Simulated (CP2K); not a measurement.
Crystal: MgO2.

```xyz
3
Lattice="3.9549 0.0000 0.0000 2.6526 2.9334 0.0000 2.6526 1.1776 2.6867" Properties=species:S:1:pos:R:3 pbc="T T T"
Mg    0.0000    0.0000    0.0000
O     5.2896    2.3483    1.5347
O     3.9707    1.7628    1.1520
```

The cell comes from a database or a generator and needn't be the stable form of this composition.

Base run:

- Program: CP2K 2026.2
- Functional: r2SCAN
- Potentials or basis: POTENTIAL_UZH Mg GTH-SCAN-q10, O GTH-SCAN-q6; TZVP-MOLOPT-SCAN-GTH basis
- Density cutoff: 19048 eV
- k mesh: 10 × 10 × 10
- Occupations: fermi-dirac, width 0.1 eV
- Spin: no spin polarisation

Its results: band gap on the k mesh 2.92 eV, direct; pressure -3.1 GPa; largest force 0.078 eV/Å.

Question: The run is repeated on the same cell with these changes: functional from r2SCAN to SCAN; occupations from fermi-dirac, width 0.1 eV to fermi-dirac, width 0.05 eV. What comes out?

Answer: Band gap on the k mesh 2.97 eV, direct; pressure -3.5 GPa; largest force 0.095 eV/Å.

Caveats: the basis of atomic orbitals isn't converged, which shifts pressures, moduli and gaps.

Not every run made on this cell is shown here.
